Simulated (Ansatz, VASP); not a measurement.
## BN (Qingsongite): VASP beside Ansatz

Contents of INCAR:

```
SYSTEM = BN
  ALGO = Normal
  EDIFF = 1E-6
  ENCUT = 520
  GGA = PE
  ISIF = 2
  ISMEAR = -1
  LASPH = .TRUE.
  LCHARG = .FALSE.
  LREAL = .FALSE.
  LWAVE = .FALSE.
  NBANDS = 11
  NELM = 100
  PREC = Accurate
  SIGMA = 0.02
```

File KPOINTS:

```
k-points
0
G
  12 12 12
  0 0 0
```

File POSCAR:

```
BN
1.0
    0.0000000000      1.7524846393      1.8048245513
    1.7524846393      0.0000000000      1.8048245513
    1.7524846393      1.7524846393      0.0000000000
B N
1 1
Direct
    0.0000000000      0.0000000000      0.0000000000
    0.2500000000      0.2500000000      0.2500000000
```

Input for Ansatz:

```yaml
crystal:
  lattice:
    - [0.0, 1.7524846393, 1.8048245513]
    - [1.7524846393, 0.0, 1.8048245513]
    - [1.7524846393, 1.7524846393, 0.0]
  atoms:
    - { symbol: B, position: [0.0, 0.0, 0.0] }
    - { symbol: "N", position: [0.25, 0.25, 0.25] }
kpoints:
  mp_grid: { grid: [12, 12, 12] }
  band_path:
    path:
      - [0.0, 0.0, 0.0]
      - [-0.5, -0.5, 0.0]
      - [-0.375, -0.375, 0.25]
      - [-0.375, 0.0, 0.375]
      - [0.0, 0.0, 0.5]
      - [-0.5, -0.25, 0.25]
      - [0.0, 0.5, 0.5]
    npoints: 1
hamiltonian:
  xc: pbe
scf:
  occupations: { method: fermi_dirac, width: 0.02 }
  n_extra_bands: 4
output:
  forces: true
  stress: true
  eigenvalues: true
  write_density: true
  write_potential: true
  elf: true
  volumetric_format: npy
```

Change from the starting cell: biaxial_xy strain -2.9%.

Alike in both runs: task single point; functional PBE; k mesh 12 × 12 × 12; occupations fermi-dirac, width 0.02 eV; no spin polarisation.

|  | VASP | Ansatz |
| --- | --- | --- |
| version | VASP 6.6.1 | Ansatz 0.2.0 |
| potentials or method | VASP PAW PBE potentials, release 64 (B, N) | plane waves, PAW |
| plane-wave cutoff (eV) | 520 | 420 |
| valence electrons in the cell | 8 | 8 |

VASP gave:

* gap on the k mesh at the Fermi level (eV): 4.24
* pressure (GPa): 30.7
* largest component of the traceless stress (GPa): 13.34

Task: What did Ansatz give for the same quantities?

Result: gap on the k mesh at the Fermi level (eV): 4.25; pressure (GPa): 30.2; largest component of the traceless stress (GPa): 13.34.

Caveats: so large a pressure means that the cell lies far from this level's equilibrium, or that cutoff or potentials fall short (VASP). A k mesh can miss the band edges.
